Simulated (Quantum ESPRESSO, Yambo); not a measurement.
# A GW chain in Yambo: SiC (P6_3mc), part 3 of 3

Aim: the G0W0 gap of SiC (P6_3mc) on PBE, step by step.

Quantum ESPRESSO 7.5 and Yambo 5.3.0; PBE and many-body steps on it, plane waves. Known limits of the many-body steps: not at the basis limit; coarse k mesh.

So far. Step 3 (Bands along the symmetry lines): The gap is 2.022 eV, −0.004 eV from the run before at this level. Step 4 (Empty states on the mesh, 6×6×1 mesh, 154 bands): On this mesh the gap is 2.027 eV.

## (5) Conversion and set-up

This step: Yambo 5.3.0; conversion and set-up on PBE, plane waves, norm-conserving pseudopotentials.

The states are converted to the many-body program's format and the q mesh is built.

Launch:

```console
> (cd o/x.save; p2y > p2y.log; mv SAVE ../..); yambo > setup.log
```

What it wrote:

```text
 Yambo, version 5.3.0

 [02] CORE Variables Setup
 =========================

  [02.01] Unit cells
  ==================

  Cell kind             :  HCP
  Atoms in the cell     :  Si  C
  number of Si atoms    :   6
  number of C  atoms    :   6

  List of atomic masses
  Mass of Si    :  28.08500
  Mass of C     :  12.01100

  List of atomic coordinates    : [cc]
  Si1       : -0.29070E-09   3.3567       23.766      order 1
  Si2       :  2.906986  1.678349  9.500509  order 2
  Si3       :   2.90699   1.67835  19.01609  order 3
  Si4       : -0.29070E-09   3.3567       4.7505      order 4
  Si5       :   0.00000   0.00000  14.25790  order 5
  Si6       :   0.00000   0.00000  28.52352  order 6
  C1       :   0.00000   0.00000  24.94676  order 7
  C2       :   0.00000   0.00000  10.68114  order 8
  C3       : -0.29070E-09   3.3567       20.200      order 9
  C4       :  2.906986  1.678349  5.934407  order 10
  C5       :   2.90699   1.67835  15.45029  order 11
  C6       : -0.29070E-09   3.3567       1.1847      order 12

  Alat factors          :   5.81397   5.03505  28.53124 [a.u.]
  Direct lattice volume :  835.2127 [a.u.]
  Direct lattice vectors:  A[ 1 ]  A[ 2 ]  A[ 3 ]
   A[ 1 ]:  1.000000 -0.000000  0.000000  [iru]
   5.813971 -0.000000  0.000000  [cc]
   A[ 2 ]: -0.500000  1.000000  0.000000  [iru]
  -2.906986  5.035047  0.000000  [cc]
   A[ 3 ]:  0.000000  0.000000  1.000000  [iru]
    0.00000   0.00000  28.53124  [cc]

  Recip. lattice volume :  0.296990 [a.u.]
  Recip. lattice vectors:  B[ 1 ]  B[ 2 ]  B[ 3 ]
   B[ 1 ]:  1.000000  0.500000  0.000000  [iku]
   1.080705  0.623945 -0.000000  [cc]
   B[ 2 ]:  0.000000  1.000000  0.000000  [iku]
   0.000000  1.247890 -0.000000  [cc]
   B[ 3 ]:  0.000000  0.000000  1.000000  [iku]
  -0.000000 -0.000000  0.220221  [cc]

  [02.02] Symmetries
  ==================

  Inversion symmetry    : yes
  Spatial inversion     : no
  Inversion index       :   7
  K-space Time-reversal : yes
  Magnetic symmetries   : no
  Time-reversal derived K-space symmetries:   7  12
  Group table correct   : yes
  Symmetries units      :  [cc]

   [S  1]:   1.0000       0.0000       0.0000     -0.25216E-16   1.0000       0.0000       0.0000       0.0000       1.0000
   [S  2]: -0.500000  0.866025  0.000000 -0.866025 -0.500000  0.000000  0.000000  0.000000  1.000000
   [S  3]: -0.500000 -0.866025  0.000000  0.866025 -0.500000  0.000000  0.000000  0.000000  1.000000
   [S  4]:  -1.0000       0.0000       0.0000      0.25216E-16   1.0000       0.0000       0.0000       0.0000       1.0000
   [S  5]:  0.500000  0.866025  0.000000  0.866025 -0.500000  0.000000  0.000000  0.000000  1.000000
   [S  6]:  0.500000 -0.866025  0.000000 -0.866025 -0.500000  0.000000  0.000000  0.000000  1.000000
   [S* 7]:  -1.0000      -0.0000      -0.0000      0.25216E-16  -1.0000      -0.0000      -0.0000      -0.0000      -1.0000
[...]
K/Q-points units:
  rlu = crystal or reduced units; cc = cartesian coordinates; iku = interal k-units

  K [1]          [rlu]:  0.000000  0.000000  0.000000
         WF components:   8941
  K [2]          [rlu]:  0.000000  0.166667  0.000000
         WF components:   8928
  K [3]          [rlu]:  0.000000  0.333333  0.000000
         WF components:   8976
  K [4]          [rlu]:  0.000000 -0.500000  0.000000
         WF components:   9006
  K [5]          [rlu]:  0.166667  0.166667  0.000000
         WF components:   8956
  K [6]          [rlu]:  0.166667  0.333333  0.000000
         WF components:   9015
  K [7]          [rlu]:  0.333333  0.333333  0.000000
         WF components:   9054

  [02.05] Energies & Occupations
  ==============================

  [X] === General ===
  [X] Electronic Temperature                        :  0.000000  0.000000 [eV K]
  [X] Bosonic    Temperature                        :  0.000000  0.000000 [eV K]
  [X] Finite Temperature mode                       : no
  [X] El. density                                   :  0.38783E+24 [cm-3]
  [X] Fermi Level                                   :  9.584179 [eV]

  [X] === Gaps and Widths ===
  [X] Conduction Band Min                           :  2.026692 [eV]
  [X] Valence Band Max                              :  0.000000 [eV]
  [X] Filled Bands                                  :  24
  [X] Empty Bands                                   :   25  154
  [X] Direct Gap                                    :  3.130175 [eV]
  [X] Direct Gap localized at k                     :   4
  [X] Indirect Gap                                  :  2.026692 [eV]
  [X] Indirect Gap between kpts                     :   1   4
  [X] Last valence band width                       :  2.077149 [eV]
  [X] 1st conduction band width                     :  3.176042 [eV]

  E @ K [1]:  [eV]
  -15.48854 -14.96659 -14.92983 -13.43308 -13.40334 -11.91154  -8.61317  -6.26121
[...]
occ @ K [1]
[...]
E @ K [2]:  [eV]
[...]
occ @ K [2]
[...]
E @ K [3]:  [eV]
[...]
occ @ K [3]
[...]
E @ K [4]:  [eV]
[...]
occ @ K [4]
[...]
E @ K [5]:  [eV]
[...]
occ @ K [5]
[...]
E @ K [6]:  [eV]
[...]
occ @ K [6]
[...]
E @ K [7]:  [eV]
[...]
occ @ K [7]
[...]
0.000000  0.000000  0.000000  0.000000  0.000000  0.000000  0.000000  0.000000
   0.000000  0.000000  0.000000  0.000000  0.000000  0.000000  0.000000  0.000000

 [03] Transferred momenta grid and indexing
 ==========================================

 IBZ Q-points                                      :   7
 BZ  Q-points                                      :   36

 K/Q-points units:
 rlu = crystal or reduced units; cc = cartesian coordinates; iku = interal k-units

 Q [1]          [rlu]:  0.000000  0.000000  0.000000
 Q [2]          [rlu]: -0.48527E-17  0.16667       0.0000
 Q [3]          [rlu]: -0.97055E-17  0.33333       0.0000
 Q [4]          [rlu]:  0.14558E-16 -0.50000       0.0000
 Q [5]          [rlu]:  0.166667  0.166667  0.000000
 Q [6]          [rlu]:  0.166667  0.333333  0.000000
 Q [7]          [rlu]:  0.333333  0.333333  0.000000

  [03.01] X indexes
  =================

   [03.01.01] Sigma indexes
   ========================

 [06] Game Over & Game summary
```

Wall time 2.5 s (1 MPI rank of Arm Neoverse V1, shared host); peak memory 0.24 GiB.

## (6) Screening and self-energy, 6×6×1 mesh, 154 bands, screening to 95.2 eV

Now the one-shot GW correction: screening in the RPA, then the self-energy of the levels asked for.

This step: G0W0 on PBE, plane waves, norm-conserving pseudopotentials.

File gw1.in:

```
HF_and_locXC
gw0
dyson
ppa
em1d
rim_cut
RandQpts= 1000000
RandGvec= 1 RL
EXXRLvcs= 74 Ry
VXCRLvcs= 296 Ry
Chimod= "HARTREE"
% BndsRnXp
 1 | 154 |
%
NGsBlkXp= 7 Ry
% LongDrXp
 1 | 1 | 1 |
%
% GbndRnge
 1 | 154 |
%
DysSolver= "n"
ExtendOut
PPAPntXp= 27.21138 eV
% QPkrange
 1 | 7 | 15 | 32 |
%
```

Launch:

```console
> OMP_NUM_THREADS=1 mpirun -n 4 yambo -F gw1.in -J gw1 -C gw1 > gw1.log
```

What it wrote:

```text
 Yambo, version 5.3.0

 [02] CORE Variables Setup
 =========================

  [... cell, symmetries and grids as in the set-up ...]

  [02.05] Energies & Occupations
  ==============================

  [X] === General ===
  [X] Electronic Temperature                        :  0.000000  0.000000 [eV K]
  [X] Bosonic    Temperature                        :  0.000000  0.000000 [eV K]
  [X] Finite Temperature mode                       : no
  [X] El. density                                   :  0.38783E+24 [cm-3]
  [X] Fermi Level                                   :  9.584179 [eV]

  [X] === Gaps and Widths ===
  [X] Conduction Band Min                           :  2.026692 [eV]
  [X] Valence Band Max                              :  0.000000 [eV]
  [X] Filled Bands                                  :  24
  [X] Empty Bands                                   :   25  154
  [X] Direct Gap                                    :  3.130175 [eV]
  [X] Direct Gap localized at k                     :   4
  [X] Indirect Gap                                  :  2.026692 [eV]
  [X] Indirect Gap between kpts                     :   1   4
  [X] Last valence band width                       :  2.077149 [eV]
  [X] 1st conduction band width                     :  3.176042 [eV]

 [03] Transferred momenta grid and indexing
 ==========================================

 IBZ Q-points                                      :   7
 BZ  Q-points                                      :   36

 K/Q-points units:
 rlu = crystal or reduced units; cc = cartesian coordinates; iku = interal k-units

 Q [1]          [rlu]:  0.000000  0.000000  0.000000
 Q [2]          [rlu]: -0.48527E-17  0.16667       0.0000
 Q [3]          [rlu]: -0.97055E-17  0.33333       0.0000
 Q [4]          [rlu]:  0.14558E-16 -0.50000       0.0000
 Q [5]          [rlu]:  0.166667  0.166667  0.000000
 Q [6]          [rlu]:  0.166667  0.333333  0.000000
 Q [7]          [rlu]:  0.333333  0.333333  0.000000

 [04] Coloumb potential Random Integration (RIM)
 ===============================================

  [04.01] RIM initialization
  ==========================

  * Diagonal components only detected *

  8 x (sBL volume)        :  0.065998 [a.u.]
  sBZ random points       :  1000000
  Points outside the sBZ  :   7993074
  RL volume               :  0.296990 [a.u.]
  Integrated volume       :  0.297248 [a.u.]

  [04.02] RIM integrals
  =====================

  Gamma point sphere radius             :  0.073304 [a.u.]
  Points outside the sphere             :   799493
  [Int_sBZ(q=0) 1/q^2]*(Vol_sBZ)^(-1/3) =:  7.699798
                                 should be <:  7.795600

  Summary of Coulomb integrals for non-metallic bands |Q|[au] RIM/Bare

  Q [1] 0.100000E-4 0.987711 * Q [2] 0.207982 1.035310
  Q [5] 0.360235 1.014559 * Q [3] 0.415963 1.011306
  Q [6] 0.550268 1.006880 * Q [4] 0.623945 1.006041
  Q [7] 0.720470 1.004345

 [05] Dipoles
 ============

  [05.01] Setup: observables and procedures
  =========================================

  [WARNING] [x,Vnl] slows the Dipoles computation. To neglect it rename the ns.kb_pp file

 [06] Dynamic Dielectric Matrix (PPA)
 ====================================

 [WR./gw1//ndb.pp]---------------------------------------------------------------
  Brillouin Zone Q/K grids (IBZ/BZ)                :    7   36    7   36
  RL vectors                                       :  11311 [WF]
  Coulomb cutoff potential                         : none
  Electronic Temperature                           :  0.000000 [K]
  Bosonic    Temperature                           :  0.000000 [K]
  PPA    diel. fun.  energies                      : Perdew, Burke & Ernzerhof(X)+Perdew, Burke & Ernzerhof(C)
  wavefunctions                                    : Perdew, Burke & Ernzerhof(X)+Perdew, Burke & Ernzerhof(C)
  Global Gauge                                     : length
  X matrix size                                    :  283
  X band range                                     :    1  154
  X e/h energy range                               : -1.000000 -1.000000 [eV]
  X Time ordering                                  : R
  X Hxc Kernel                                     : HARTREE
  X Drude frequency                                :  0.000000  0.000000
  X poles                                          :  100.0000 [o/o]
  RL vectors in the sum                            :  11311
  [r,Vnl] included                                 : yes
  Field direction                                  :  0.577350E-5  0.577350E-5  0.577350E-5
  BZ energy Double Grid                            : no
  BZ energy DbGd points                            : 0
  BZ Q point size factor                           : -1.000000
  X Optical Averaged directions                    : none

 [07] Local Exchange-Correlation + Non-Local Fock
 ================================================

 [VXC] Plane waves :   71833
 [EXS] Plane waves :   8953

 QP @ state[ 1 ] K range:   1   7
 QP @ state[ 1 ] b range:   15   32

 [xc] Functional : Perdew, Burke & Ernzerhof(X)+Perdew, Burke & Ernzerhof(C)
 [xc] LIBXC used to calculate xc functional
  PP Number of Atomic Species                      :  2
  NLCC RL compoments                               :   71833
  PP Number of Atomic Species                      :  2
  NLCC RL compoments                               :   71833

 [xc] E_xc :  -18.29600 [Ha]
      E_xc :  -36.59200 [Ry]

  Local XC kind (lXC) : Perdew, Burke & Ernzerhof(X)+Perdew, Burke & Ernzerhof(C)
  Non-Local XC kind (nlXC) : Hartree-Fock

  Corrections @ K [1] :  [eV]
 <15|nlXC|15> = -17.30795 -0.58714E-17 <15|lXC|15> = -14.54005  0.000000
 <16|nlXC|16> = -17.32378 -0.71086E-18 <16|lXC|16> = -14.59162  0.14161E-15
 <17|nlXC|17> = -17.32379 -0.37088E-17 <17|lXC|17> = -14.59162  0.000000
 <18|nlXC|18> = -17.29396  0.41787E-17 <18|lXC|18> = -14.76283  0.18882E-15
 <19|nlXC|19> = -17.29396 -0.68762E-17 <19|lXC|19> = -14.76283  0.18882E-15
 <20|nlXC|20> = -17.30418 -0.21285E-17 <20|lXC|20> = -14.81088 -0.18882E-15
 <21|nlXC|21> = -17.30417  0.20533E-19 <21|lXC|21> = -14.81088  0.000000
 <22|nlXC|22> = -17.30064 -0.18511E-16 <22|lXC|22> = -14.93397 -0.37763E-15
 <23|nlXC|23> = -17.34182 -0.77919E-17 <23|lXC|23> = -14.96888  0.18882E-15
 <24|nlXC|24> = -17.34182  0.62372E-17 <24|lXC|24> = -14.96888  0.000000
[...]
Corrections @ K [2] :  [eV]
[...]
Corrections @ K [3] :  [eV]
[...]
Corrections @ K [4] :  [eV]
[...]
Corrections @ K [5] :  [eV]
[...]
Corrections @ K [6] :  [eV]
[...]
Corrections @ K [7] :  [eV]
[...]
<28|nlXC|28> = -6.741423 -0.72168E-18 <28|lXC|28> = -11.86920  0.47204E-16
 <29|nlXC|29> = -6.244901  0.73962E-18 <29|lXC|29> = -11.74503  0.47204E-16
 <30|nlXC|30> = -6.244899 -0.22476E-17 <30|lXC|30> = -11.74503 -0.10326E-16
 <31|nlXC|31> = -6.378670  0.12263E-17 <31|lXC|31> = -11.94851  0.14161E-15
 <32|nlXC|32> = -6.378666  0.17928E-18 <32|lXC|32> = -11.94851  0.94408E-16

  [07.01] Hartree-Fock occupations report
  =======================================

  [Hartree-Fock] === General ===
  [Hartree-Fock] Electronic Temperature             :  0.000000  0.000000 [eV K]
  [Hartree-Fock] Bosonic    Temperature             :  0.000000  0.000000 [eV K]
  [Hartree-Fock] Finite Temperature mode            : no
  [Hartree-Fock] El. density                        :  0.38783E+24 [cm-3]
  [Hartree-Fock] Fermi Level                        :  9.584179 [eV]

  [Hartree-Fock] === Gaps and Widths ===
  [Hartree-Fock] Conduction Band Min                :  6.192535 [eV]
  [Hartree-Fock] Valence Band Max                   : -2.372939 [eV]
  [Hartree-Fock] Filled Bands                       :  24
  [Hartree-Fock] Empty Bands                        :   25  154
  [Hartree-Fock] Direct Gap                         :  10.13494 [eV]
  [Hartree-Fock] Direct Gap localized at k          :   4
  [Hartree-Fock] Indirect Gap                       :  8.565474 [eV]
  [Hartree-Fock] Indirect Gap between kpts          :   1   4
  [Hartree-Fock] Last valence band width            :  2.855534 [eV]
  [Hartree-Fock] 1st conduction band width          :  4.221745 [eV]

 [08] Dyson equation: Newton solver
 ==================================

  [08.01] G0W0 (W PPA)
  ====================

  [  GW  ] Bands range     :    1  154
  [GW/PPA] G damping       :  0.100000 [eV]

  QP @ state[ 1 ] K range:   1   7
  QP @ state[ 1 ] b range:   15   32

   Sc/G bands                                       :    1  154
   Sc/G damping                                     :  0.100000 ev
   Sc bands terminator                              : no
   Sx RL components                                 :   8953

   QP @ state[ 1 ] K range                          :   1   7
   QP @ state[ 1 ] b range                          :   15   32
   GF energies kind                                 : Perdew, Burke & Ernzerhof(X)+Perdew, Burke & Ernzerhof(C)
   GF WF`s kind                                     : Perdew, Burke & Ernzerhof(X)+Perdew, Burke & Ernzerhof(C)
   Xs energies kind                                 : Perdew, Burke & Ernzerhof(X)+Perdew, Burke & Ernzerhof(C)
   Xs WF`s kind                                     : Perdew, Burke & Ernzerhof(X)+Perdew, Burke & Ernzerhof(C)

 [11] Game Over & Game summary
```

Run time: 14 min. Hardware: 4 MPI ranks; peak memory 2.7 GiB.

Numbers from this step:

```yaml
g0w0_gap_on_the_mesh: 2.559 eV
starting_gap_on_the_mesh: 2.027 eV
k_of_the_valence_top: 0, 0, 0
k_of_the_conduction_bottom: 0, -0.5, 0
least_direct_g0w0_gap_on_the_computed_points: 3.840 eV
z_at_the_valence_top: 0.8038
z_at_the_conduction_bottom: 0.8253
```

The gap on the mesh goes from 2.03 eV to 2.56 eV, a correction of +0.53 eV.

Limits: finite bands, cutoff and mesh; coarse k mesh. v1 is the top filled band, c1 the lowest empty one. The levels before and after the correction (eV, zero at the valence-band top of each column):

|  | conduction bottom | valence top |
| --- | --- | --- |
| Kohn-Sham | 2.03 | 0.00 |
| G0W0 | 2.56 | 0.00 |

|  | level | energy (eV) |
| --- | --- | --- |
| Kohn-Sham | Γ v3 | -0.037 |
| Kohn-Sham | Γ v2-v1 | 0.000 |
| Kohn-Sham | Γ c1 | 5.203 |
| Kohn-Sham | Γ c2 | 5.373 |
| Kohn-Sham | Γ c3 | 5.784 |
| Kohn-Sham | (0 -0.5 0) v3 | -1.788 |
| Kohn-Sham | (0 -0.5 0) v2 | -1.667 |
| Kohn-Sham | (0 -0.5 0) v1 | -1.103 |
| Kohn-Sham | (0 -0.5 0) c1 | 2.027 |
| Kohn-Sham | (0 -0.5 0) c2 | 2.219 |
| Kohn-Sham | (0 -0.5 0) c3 | 3.224 |
| G0W0 | Γ v3 | -0.044 |
| G0W0 | Γ v2-v1 | 0.000 |
| G0W0 | Γ c1 | 5.990 |
| G0W0 | Γ c2 | 6.152 |
| G0W0 | Γ c3 | 6.569 |
| G0W0 | (0 -0.5 0) v3 | -2.068 |
| G0W0 | (0 -0.5 0) v2 | -1.913 |
| G0W0 | (0 -0.5 0) v1 | -1.281 |
| G0W0 | (0 -0.5 0) c1 | 2.559 |
| G0W0 | (0 -0.5 0) c2 | 2.750 |
| G0W0 | (0 -0.5 0) c3 | 3.806 |

## (7) Where the time went

Times are wall times on the hardware named with each run, good to a factor of about two.

| step | time | share | memory (GiB) |
| --- | --- | --- | --- |
| ground state | 36 s | 4 % | 0.52 |
| bands along the symmetry lines | 42 s | 4 % | 0.41 |
| empty states on the mesh | 32 s | 3 % | 0.76 |
| conversion and set-up | 2.5 s | 0 % | 0.24 |
| screening and self-energy | 14 min | 89 % | 2.7 |

## (8) What came out

```yaml
pbe_gap: 2.02 eV, indirect
g0w0_gap_on_the_mesh: 2.56 eV
gw_settings: 6×6×1 mesh, 154 bands, screening to 95.2 eV, Godby-Needs plasmon pole
known_limits: not at the basis limit; coarse k mesh
```

G0W0 moves the gap on the mesh from 2.03 eV to 2.56 eV (+0.53 eV), with Z of 0.80 and 0.83 at the edges. The dearest step here is «screening and self-energy». Against experiment, by G0W0@PBE: the gap of 2.55 eV lies −0.45 eV from the measured 3 eV (optical, 2017); the gap of 2.55 eV lies −0.48 eV from the measured 3.03 eV (indirect, quoted 2018); the gap of 2.55 eV lies −0.47 eV from the measured 3.02 eV (kind not stated, quoted 2020). An exciton line or allowed optical edge lies below the quasiparticle gap by the binding energy; a forbidden edge can push the onset above it. The calculation has static nuclei and no excitons; a measured gap holds zero-point and thermal motion, which mostly lowers it. Bands and cutoff are finite, so the gap is not at the basis limit. The miss can reach some tenths of an eV and take either sign; the mesh is an error of its own. The 6×6×1 mesh is coarse for this cell, which bears on the long-range parts of exchange and screening.

[Paths, hosts, dates, memory and timing lines, banners, echoed tables and standing remarks are left out of the program output.]

[Logs are printed without paths, hosts, clocks, repeated set-up lines and the standing remarks that a program may print on its own settings, such as how far it seeks lower states.]

[Runs of the session that timed out or met a known fault of the program may be left out.]

[Hosts, paths, dates, database ids (printed as entryN), source tags and the programs' standing remarks are cut or masked in the printed files.]
